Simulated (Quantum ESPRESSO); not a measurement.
# SiC (F-43m) in Quantum ESPRESSO: a series of runs, part 2 of 2

Quantum ESPRESSO 7.5. The steps go on from the part before.

**3. Relaxation of cell and atoms, PBE, target pressure 20 GPa, at which the enthalpy is minimised**

pw.in reads:

```
&CONTROL
  calculation = 'vc-relax'
  prefix = 'pwscf'
  outdir = './tmp'
  pseudo_dir = './pseudo'
  tprnfor = .true.
  tstress = .true.
  disk_io = 'low'
  nstep = 40
  forc_conv_thr = 0.0004
  etot_conv_thr = 1d-05
/
&SYSTEM
  ibrav = 0
  nat = 2
  ntyp = 2
  ecutwfc = 55
  ecutrho = 440
  nbnd = 9
  occupations = 'fixed'
/
&ELECTRONS
  conv_thr = 4d-10
  electron_maxstep = 120
  mixing_beta = 0.5
/
&IONS
  ion_dynamics = 'bfgs'
/
&CELL
  cell_dynamics = 'bfgs'
  press = 200
  press_conv_thr = 0.3
/
ATOMIC_SPECIES
C     12.0110 C.pbe-n-kjpaw_psl.1.0.0.UPF
Si    28.0850 Si.pbe-n-rrkjus_psl.1.0.0.UPF
CELL_PARAMETERS angstrom
   0.0000000000    2.1800000000    2.1800000000
   2.1800000000    0.0000000000    2.1800000000
   2.1800000000    2.1800000000    0.0000000000
ATOMIC_POSITIONS crystal
C      0.2500000000    0.2500000000    0.2500000000
Si     0.0000000000    0.0000000000    0.0000000000
K_POINTS automatic
13 13 13 0 0 0
```

Potentials or basis: SSSP 1.3 efficiency PBE.

On the command line:

```bash
$ OMP_NUM_THREADS=1 pw.x -in pw.in > pw.out
```

pw.out:

```text
This program is part of the open-source Quantum ESPRESSO suite
     for quantum simulation of materials; please cite
         "P. Giannozzi et al., J. Phys.:Condens. Matter 21 395502 (2009);
         "P. Giannozzi et al., J. Phys.:Condens. Matter 29 465901 (2017);
         "P. Giannozzi et al., J. Chem. Phys. 152 154105 (2020);
     in publications or presentations arising from this work. More details at

     file C.pbe-n-kjpaw_psl.1.0.0.UPF: wavefunction(s)  2S 2P renormalized
     Message from routine setup:
     using ibrav=0 with symmetry is DISCOURAGED, use correct ibrav instead

     G-vector sticks info
     --------------------
     sticks:   dense  smooth     PW     G-vecs:    dense   smooth      PW
     Sum        1039     511    163                22075     7727    1411

     Using Slab Decomposition

     bravais-lattice index     =            0
     lattice parameter (alat)  =       5.8260  a.u.
     unit-cell volume          =     139.8286 (a.u.)^3
     number of atoms/cell      =            2
     number of atomic types    =            2
     number of electrons       =         8.00
     number of Kohn-Sham states=            9
     kinetic-energy cutoff     =      55.0000  Ry
     charge density cutoff     =     440.0000  Ry
     scf convergence threshold =      4.0E-10
     mixing beta               =       0.5000
     number of iterations used =            8  plain     mixing
     energy convergence thresh.=      1.0E-05
     force convergence thresh. =      4.0E-04
     press convergence thresh. =      3.0E-01
     Exchange-correlation= PBE
                           (   1   4   3   4   0   0   0)
     nstep                     =           40

     celldm(1)=   5.825998  celldm(2)=   0.000000  celldm(3)=   0.000000
     celldm(4)=   0.000000  celldm(5)=   0.000000  celldm(6)=   0.000000

     crystal axes: (cart. coord. in units of alat)
               a(1) = (   0.000000   0.707107   0.707107 )
               a(2) = (   0.707107   0.000000   0.707107 )
               a(3) = (   0.707107   0.707107   0.000000 )

     reciprocal axes: (cart. coord. in units 2 pi/alat)
               b(1) = ( -0.707107  0.707107  0.707107 )
               b(2) = (  0.707107 -0.707107  0.707107 )
               b(3) = (  0.707107  0.707107 -0.707107 )

     PseudoPot. # 1 for C  read from file:
     C.pbe-n-kjpaw_psl.1.0.0.UPF
     Pseudo is Projector augmented-wave + core cor, Zval =  4.0
     Generated using "atomic" code by A. Dal Corso  v.5.1
     Shape of augmentation charge: PSQ
     Using radial grid of 1073 points,  4 beta functions with:
                l(1) =   0
                l(2) =   0
                l(3) =   1
                l(4) =   1
     Q(r) pseudized with 0 coefficients

     PseudoPot. # 2 for Si read from file:
     Si.pbe-n-rrkjus_psl.1.0.0.UPF
     Pseudo is Ultrasoft + core correction, Zval =  4.0
     Generated using "atomic" code by A. Dal Corso  v.5.1
     Using radial grid of 1141 points,  6 beta functions with:
                l(1) =   0
                l(2) =   0
                l(3) =   1
                l(4) =   1
                l(5) =   2
                l(6) =   2
     Q(r) pseudized with 0 coefficients

     atomic species   valence    mass     pseudopotential
     C                 4.00    12.01100     C ( 1.00)
     Si                4.00    28.08500     Si( 1.00)

     24 Sym. Ops. (no inversion) found

   Cartesian axes

     site n.     atom                  positions (alat units)
         1        C      tau(   1) = (   0.3535534   0.3535534   0.3535534  )
         2        Si     tau(   2) = (   0.0000000   0.0000000   0.0000000  )

     number of k points=    84
                       cart. coord. in units 2pi/alat
        k(    1) = (   0.0000000   0.0000000   0.0000000), wk =   0.0009103
        k(    2) = (   0.0543928   0.0543928  -0.0543928), wk =   0.0072827
        k(    3) = (   0.1087857   0.1087857  -0.1087857), wk =   0.0072827
        k(    4) = (   0.1631785   0.1631785  -0.1631785), wk =   0.0072827
        k(    5) = (   0.2175713   0.2175713  -0.2175713), wk =   0.0072827
        k(    6) = (   0.2719641   0.2719641  -0.2719641), wk =   0.0072827
[... 1693 lines left out ...]
     iteration #  1     ecut=    55.00 Ry     beta= 0.50
     Davidson diagonalization with overlap
     ethr =  1.00E-06,  avg # of iterations =  2.0

     Threshold (ethr) on eigenvalues was too large:
     Diagonalizing with lowered threshold

     Davidson diagonalization with overlap
     ethr =  8.80E-09,  avg # of iterations =  1.0

     total energy              =     -29.88630004 Ry
     estimated scf accuracy    <       0.00000066 Ry
[... 483 lines left out ...]
     Energy error            =      4.5E-06 Ry
     Gradient error          =      1.2E-31 Ry/Bohr
     Cell gradient error     =      1.5E-01 kbar

     bfgs converged in   4 scf cycles and   3 bfgs steps
     (criteria: energy <  1.0E-05 Ry, force <  4.0E-04 Ry/Bohr, cell <  3.0E-01 kbar)

     End of BFGS Geometry Optimization

     Final enthalpy           =     -29.7083053270 Ry

Begin final coordinates
     new unit-cell volume =    130.91972 a.u.^3 (    19.40030 Ang^3 )
     density =      3.43196 g/cm^3

CELL_PARAMETERS (angstrom)
   0.000000000   2.132682287   2.132682287
   2.132682287   0.000000000   2.132682287
   2.132682287   2.132682287   0.000000000

ATOMIC_POSITIONS (crystal)
C                0.2500000000        0.2500000000        0.2500000000
Si              -0.0000000000       -0.0000000000        0.0000000000
End final coordinates

     Final scf calculation at the relaxed structure.
     The G-vectors are recalculated for the final unit cell
     Results may differ from those at the preceding step.

     G-vector sticks info
     --------------------
     sticks:   dense  smooth     PW     G-vecs:    dense   smooth      PW
     Sum         979     499    163                20395     7239    1363

     Using Slab Decomposition

     bravais-lattice index     =            0
     lattice parameter (alat)  =       5.8260  a.u.
     unit-cell volume          =     130.9197 (a.u.)^3
     number of atoms/cell      =            2
     number of atomic types    =            2
     number of electrons       =         8.00
     number of Kohn-Sham states=            9
     kinetic-energy cutoff     =      55.0000  Ry
     charge density cutoff     =     440.0000  Ry
     scf convergence threshold =      4.0E-12
     mixing beta               =       0.5000
     number of iterations used =            8  plain     mixing
     press convergence thresh. =      3.0E-01
     Exchange-correlation= PBE
                           (   1   4   3   4   0   0   0)

     celldm(1)=   5.825998  celldm(2)=   0.000000  celldm(3)=   0.000000
     celldm(4)=   0.000000  celldm(5)=   0.000000  celldm(6)=   0.000000

     crystal axes: (cart. coord. in units of alat)
               a(1) = (   0.000000   0.691759   0.691759 )
               a(2) = (   0.691759   0.000000   0.691759 )
               a(3) = (   0.691759   0.691759   0.000000 )

     reciprocal axes: (cart. coord. in units 2 pi/alat)
               b(1) = ( -0.722795  0.722795  0.722795 )
               b(2) = (  0.722795 -0.722795  0.722795 )
               b(3) = (  0.722795  0.722795 -0.722795 )

     PseudoPot. # 1 for C  read from file:
     C.pbe-n-kjpaw_psl.1.0.0.UPF
     Pseudo is Projector augmented-wave + core cor, Zval =  4.0
     Generated using "atomic" code by A. Dal Corso  v.5.1
     Shape of augmentation charge: PSQ
     Using radial grid of 1073 points,  4 beta functions with:
                l(1) =   0
                l(2) =   0
                l(3) =   1
                l(4) =   1
     Q(r) pseudized with 0 coefficients

     PseudoPot. # 2 for Si read from file:
     Si.pbe-n-rrkjus_psl.1.0.0.UPF
     Pseudo is Ultrasoft + core correction, Zval =  4.0
     Generated using "atomic" code by A. Dal Corso  v.5.1
     Using radial grid of 1141 points,  6 beta functions with:
                l(1) =   0
                l(2) =   0
                l(3) =   1
                l(4) =   1
                l(5) =   2
                l(6) =   2
     Q(r) pseudized with 0 coefficients

     atomic species   valence    mass     pseudopotential
     C                 4.00    12.01100     C ( 1.00)
     Si                4.00    28.08500     Si( 1.00)

     24 Sym. Ops. (no inversion) found

   Cartesian axes

     site n.     atom                  positions (alat units)
         1        C      tau(   1) = (   0.3458794   0.3458794   0.3458794  )
         2        Si     tau(   2) = (  -0.0000000  -0.0000000  -0.0000000  )

     number of k points=    84
                       cart. coord. in units 2pi/alat
        k(    1) = (   0.0000000   0.0000000   0.0000000), wk =   0.0009103
        k(    2) = (   0.0555996   0.0555996  -0.0555996), wk =   0.0072827
        k(    3) = (   0.1111993   0.1111993  -0.1111993), wk =   0.0072827
        k(    4) = (   0.1667989   0.1667989  -0.1667989), wk =   0.0072827
        k(    5) = (   0.2223986   0.2223986  -0.2223986), wk =   0.0072827
        k(    6) = (   0.2779982   0.2779982  -0.2779982), wk =   0.0072827
[... 76 lines left out ...]
        k(   83) = (  -0.0000000  -0.4447971   0.6671957), wk =   0.0218480
        k(   84) = (  -0.0555996  -0.3891975   0.7227953), wk =   0.0218480

     Dense  grid:    20395 G-vectors     FFT dimensions: (  40,  40,  40)

     Smooth grid:     7239 G-vectors     FFT dimensions: (  27,  27,  27)

     Initial potential from superposition of free atoms

     starting charge       7.9994, renormalised to       8.0000
     Starting wfcs are    8 randomized atomic wfcs +    1 random wfcs

     Self-consistent Calculation

     iteration #  1     ecut=    55.00 Ry     beta= 0.50
     Davidson diagonalization with overlap
     c_bands:  1 eigenvalues not converged
     c_bands:  1 eigenvalues not converged
     c_bands:  1 eigenvalues not converged
     c_bands:  1 eigenvalues not converged
     c_bands:  1 eigenvalues not converged
     c_bands:  1 eigenvalues not converged
     c_bands:  1 eigenvalues not converged
     c_bands:  1 eigenvalues not converged
     c_bands:  1 eigenvalues not converged
     ethr =  1.00E-06,  avg # of iterations = 14.6
[... 516 lines left out ...]
          total   stress  (Ry/bohr**3)                   (kbar)     P=      199.93
   0.00135907   0.00000000   0.00000000          199.93        0.00        0.00
   0.00000000   0.00135907   0.00000000            0.00      199.93        0.00
   0.00000000   0.00000000   0.00135907            0.00        0.00      199.93

=------------------------------------------------------------------------------=
   JOB DONE.
=------------------------------------------------------------------------------=
```

It took 100 s on 1 thread of AMD EPYC 7R43 (Zen 3), shared host; peak memory 0.18 GiB.

Results:

| Property | Result |
| --- | --- |
| Free energy | -406.6231 eV |
| Relaxed volume | 9.70 Å³/atom |
| Relaxed cell | a = 3.016 Å, b = 3.016 Å, c = 3.016 Å, α = 60.00°, β = 60.00°, γ = 60.00° |
| Space group after relaxing (to 0.05 Å) | F-43m (No. 216) |
| Energy change on relaxing (the enthalpy is what falls) | +45.9 meV/atom |
| Ionic steps | 4 |
| Pressure after relaxing | 20.0 GPa |
| Band gap on the k mesh | 1.37 eV, indirect (least direct gap 4.65 eV) |

The path:
| step | energy change (eV) | largest force (eV/Å) | pressure (GPa) | volume (Å³) |
| --- | --- | --- | --- | --- |
| 1 | 0.0000 | 0.0000 | 3.15 | 20.72 |
| 2 | 0.1509 | 0.0000 | 26.37 | 18.99 |
| 3 | 0.0874 | 0.0000 | 19.46 | 19.44 |
| 4 | 0.0917 | 0.0000 | 19.99 | 19.40 |

Final structure:
```
CELL_PARAMETERS angstrom
0.00000 2.13268 2.13268
2.13268 0.00000 2.13268
2.13268 2.13268 0.00000
ATOMIC_POSITIONS crystal
C 0.25000 0.25000 0.25000
Si 0.00000 0.00000 0.00000
```

Caveat: an odd mesh through Γ misses points on the zone boundary, where band edges often lie. Expect the measured gap to be larger: semilocal functionals such as PBE lack the derivative discontinuity.

**4. Relaxation of cell and atoms, PBE, target pressure 45 GPa, at which the enthalpy is minimised**

pw.in, as its differences from that of step 3:

```diff
@@ -31,3 +31,3 @@
   cell_dynamics = 'bfgs'
-  press = 200
+  press = 450
   press_conv_thr = 0.3
```

On the command line:

```bash
$ OMP_NUM_THREADS=1 pw.x -in pw.in > pw.out
```

Wall time 2.1 min (1 thread of AMD EPYC 7R43 (Zen 3), shared host); peak memory 0.15 GiB.

It converged, with:

```
Free energy                                            : -406.3409 eV
Relaxed volume                                         : 8.99 Å³/atom
Relaxed cell                                           : a = 2.941 Å, b = 2.941 Å, c = 2.941 Å, α = 60.00°, β = 60.00°, γ = 60.00°
Space group after relaxing (to 0.05 Å)                 : F-43m (No. 216)
Energy change on relaxing (the enthalpy is what falls) : +186.5 meV/atom
Ionic steps                                            : 5
Pressure after relaxing                                : 45.0 GPa
Band gap on the k mesh                                 : 1.29 eV, indirect (least direct gap 4.72 eV)
```

The path:
```tsv
step	energy change (eV)	largest force (eV/Å)	pressure (GPa)	volume (Å³)
1	0.0000	0.0000	3.15	20.72
2	0.8977	0.0000	79.02	16.61
3	0.3077	0.0000	40.03	18.23
4	0.3669	0.0000	44.55	18.00
5	0.3731	0.0000	45.01	17.98
```

Final structure:
```yaml
crystal:
  lattice:
    - [0.00000, 2.07941, 2.07941]
    - [2.07941, 0.00000, 2.07941]
    - [2.07941, 2.07941, 0.00000]
  atoms:
    - { symbol: C, position: [0.25000, 0.25000, 0.25000] }
    - { symbol: Si, position: [0.00000, 0.00000, 0.00000] }
```

Levels at points of the mesh, in eV from the valence-band top:
```csv
k point,band 2,band 3,band 4,band 5,band 6,band 7
"(0.00, 0.00, 0.00)",0.00,0.00,0.00,7.91,8.35,8.35
```

Caveat: an odd mesh through Γ misses points on the zone boundary, where band edges often lie.

**5. Relaxation of cell and atoms, PBE, target pressure 75 GPa, at which the enthalpy is minimised**

pw.in, as its differences from that of step 4:

```diff
@@ -31,3 +31,3 @@
   cell_dynamics = 'bfgs'
-  press = 450
+  press = 750
   press_conv_thr = 0.3
```

On the command line:

```bash
$ OMP_NUM_THREADS=1 pw.x -in pw.in > pw.out
```

Run time: 2.5 min. Hardware: 1 thread of AMD EPYC 7R43 (Zen 3), shared host; peak memory 0.19 GiB.

It converged, with:

- Free energy: -405.8831 eV
- Relaxed volume: 8.37 Å³/atom
- Relaxed cell: a = 2.872 Å, b = 2.872 Å, c = 2.872 Å, α = 60.00°, β = 60.00°, γ = 60.00°
- Space group after relaxing (to 0.05 Å): F-43m (No. 216)
- Energy change on relaxing (the enthalpy is what falls): +415.0 meV/atom
- Ionic steps: 6
- Pressure after relaxing: 75.0 GPa
- Band gap on the k mesh: 1.22 eV, indirect (least direct gap 4.78 eV)

Step by step:
```tsv
step	energy change (eV)	largest force (eV/Å)	pressure (GPa)	volume (Å³)
1	0.0000	0.0000	3.15	20.72
2	2.9403	0.0000	185.86	14.02
3	0.5445	0.0000	57.01	17.44
4	0.7746	0.0000	71.64	16.87
5	0.8326	0.0000	75.15	16.74
6	0.8301	0.0000	75.00	16.75
```

Final structure:
```xyz
2
Lattice="0.0000 2.0306 2.0306 2.0306 0.0000 2.0306 2.0306 2.0306 0.0000" Properties=species:S:1:pos:R:3 pbc="T T T"
C     1.0153    1.0153    1.0153
Si    0.0000    0.0000    0.0000
```

Levels at points of the mesh, in eV from the valence-band top:
```tsv
k point	band 1	band 2	band 3	band 4	band 5	band 6	band 7	band 8
(0.00, 0.00, 0.00)	-17.18	0.00	0.00	0.00	8.78	8.94	8.94	8.94
```

Caveat: the volume moved by over 15 % at a fixed basis, so the end points are rough; an odd mesh through Γ misses points on the zone boundary, where band edges often lie.

**6. Overview**

| cell | gap on the mesh (eV) | pressure (GPa) |
| --- | --- | --- |
| relaxed to 0.3 kbar | 1.44 | 0.0 |
| relaxed to 20 GPa | 1.37 | 20.0 |
| relaxed to 45 GPa | 1.29 | 45.0 |
| relaxed to 75 GPa | 1.22 | 75.0 |

Alike in all rows: task relaxation of cell and atoms; level PBE; potentials or basis SSSP 1.3 efficiency PBE; no spin polarisation; k mesh 13 × 13 × 13; cutoff (eV) 748; smearing fixed.

Caveats: an odd mesh through Γ misses points on the zone boundary, where band edges often lie; the volume moved by over 15 % at a fixed basis, so the end points are rough (some runs).

Absolute energies hang on the potentials; compare differences alone.
